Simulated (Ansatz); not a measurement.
FeO:

```
CELL_PARAMETERS angstrom
2.61247 0.00000 0.00000
0.00000 2.61247 0.00000
0.00000 0.00000 2.61247
ATOMIC_POSITIONS crystal
Fe 0.00000 0.00000 0.00000
O 0.50000 0.50000 0.50000
```

The cell comes from a database or a generator and needn't be the stable form of this composition.

```yaml
Program: Ansatz 0.2.0
Task: relaxation of cell and atoms
Functional: HSEsol
Potentials_or_basis: Ansatz PAW
Cutoff: "420 eV (not typed: the program's choice for these potentials)"
k_mesh: 5 × 5 × 5
Occupations: fermi-dirac, width 0.05 eV
Spin: collinear spin, ferromagnetic start
Starting_moments: "[3.0, 0.0] μB"
```

At the start: volume 8.92 Å³/atom.

Q: How do energy, volume and symmetry change on relaxing?

A: It ends after 7 steps and the volume is 8.68 Å³/atom (-2.6 %); space group Pm-3m (No. 221, to 0.05 Å); moment 4.00 μB per cell.

The path:
```
step  energy change (eV)  largest force (eV/Å)  volume (Å³)
   1              0.0000                0.0000        17.83
   2             -0.0089                0.0000        17.54
   3             -0.0109                0.0000        17.37
   4             -0.0108                0.0000        17.38
   5             -0.0091                0.0000        17.38
   6             -0.0092                0.0000        17.37
   7             -0.0092                0.0000        17.37
```

Final structure:
```
Fe O
1.0
     2.58979    0.00000    0.00000
     0.00000    2.58979    0.00000
     0.00000    0.00000    2.58979
Fe O
1 1
Direct
  0.00000 0.00000 0.00000
  0.50000 0.50000 0.50000
```

Caveat: the k mesh is coarse (spacing up to 0.48 Å⁻¹), so the values aren't converged, least of all with exact exchange; the magnetic or orbital state may not be the lowest; the plane-wave basis is chosen anew once the cell has moved, so the energies of steps on either side of that aren't comparable; the pressure holds a Pulay correction of +0.7 GPa for the finite cutoff; a cell with one magnetic atom can't hold antiferromagnetic order, which such compounds often take; the PAW data sets come from PBE, with cores solved anew for the run's functional, which leaves a small shift of forces and pressure.
